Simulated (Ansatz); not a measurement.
# Ga: from a guess to a relaxed structure

Method: DFT PBE, scalar-relativistic, plane waves, PAW in Ansatz. Cutoff 420 eV, Gaussian smearing, Γ-centred meshes. Cell and atoms relax first on a coarse mesh and then on a finer one. In between, the cell is made exact in the group found at 0.06 Å. In metals the finer mesh still leaves noise of several meV/atom or more. The steps can't lower the symmetry of their start. No spin polarisation.

The guess for Ga was made by a generator: random cell by space group and Wyckoff sites (Cmmm, No. 65). The dimensions are guesses.

```xyz
2
Lattice="2.1695 -2.6533 0.0000 2.1695 2.6533 0.0000 0.0000 0.0000 3.2781" Properties=species:S:1:pos:R:3 pbc="T T T"
Ga    2.1695    1.4087    0.0000
Ga    2.1695   -1.4087    0.0000
```

Energies count from the standard state of Ga at the same level.

Task: Describe the relaxed structure.

Result: The symmetry goes from Cmmm (No. 65) to Pm-3m (No. 221), and the primitive cell from 2 to 1 atom. The end has the simple cubic type. The volume per atom grows by 6.3 %, from 18.9 to 20.1 Å³. The shortest distance goes from 2.18 Å (Ga–Ga) to 2.72 Å (Ga–Ga). The energy falls by about 0.68 eV/atom (the start's value is from the coarse mesh). The end is written in a standard setting, so origin, axes and order of atoms can differ from the start's. Conventional cell: a = 2.717 Å. Ga is surrounded by 6 Ga at 2.72 Å.

```cif
data_structure
_symmetry_space_group_name_H-M 'P 1'
_symmetry_Int_Tables_number 1
_cell_length_a 2.7169
_cell_length_b 2.7169
_cell_length_c 2.7169
_cell_angle_alpha 90.000
_cell_angle_beta 90.000
_cell_angle_gamma 90.000
_cell_volume 20.06
loop_
_atom_site_label
_atom_site_type_symbol
_atom_site_fract_x
_atom_site_fract_y
_atom_site_fract_z
_atom_site_occupancy
Ga1 Ga 0.00000 0.00000 0.00000 1
```

Task: Give its energy and gap.

Result:

| Property | Result |
| --- | --- |
| Energy over the standard state | +0.08 eV/atom |
| Gap on the 20×20×20 mesh of the 1-atom cell | 0 eV (a metal) |

It lies above the standard state, so it could only be metastable.

The last run used Gaussian smearing of 0.10 eV. A structure relaxed within its symmetry needn't be a true minimum. In all, the 3 runs took 2.5 min on 1 thread of Arm Neoverse V2 (shared host).
